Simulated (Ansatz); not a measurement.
PtS2 in Ansatz: the effect of functional

Crystal: PtS2.

```
Pt S
1.0
     3.54320    0.00000    0.00000
    -1.77160    3.06850    0.00000
     0.00000    0.00000    5.03880
Pt S
1 2
Cartesian
  0.0000 0.0000 0.0000
  1.7716 1.0228 3.8950
  0.0000 2.0457 1.1438
```

Alike in all runs:

- Program: Ansatz 0.2.0
- Task: band structure
- Potentials or basis: Ansatz PAW
- Cutoff: 420 eV (not typed: the program's choice for these potentials)
- k mesh: 9 × 9 × 5
- Occupations: fermi-dirac, width 0.05 eV
- Spin: no spin polarisation

**Question.** One run gave: gap on the mesh 1.02 eV; pressure 11.6 GPa; largest force 1.26 eV/Å. Which functional did it use?
A. PBE
B. PBEsol
C. LDA

**Answer.** A.

```csv
functional,gap on the mesh (eV),pressure (GPa),largest force (eV/Å)
LDA,0.90,3.6,0.80
PBE,1.02,11.6,1.26
PBEsol,0.95,6.4,0.95
```

Caveats: spin-orbit coupling is left out, which moves the levels of the heavy elements; the PAW data sets come from PBE, with cores solved anew for the run's functional, which leaves a small shift of forces and pressure (some runs); forces of over 1 eV/Å show positions far from the minimum, so gaps and moduli don't describe the material at rest (some runs).

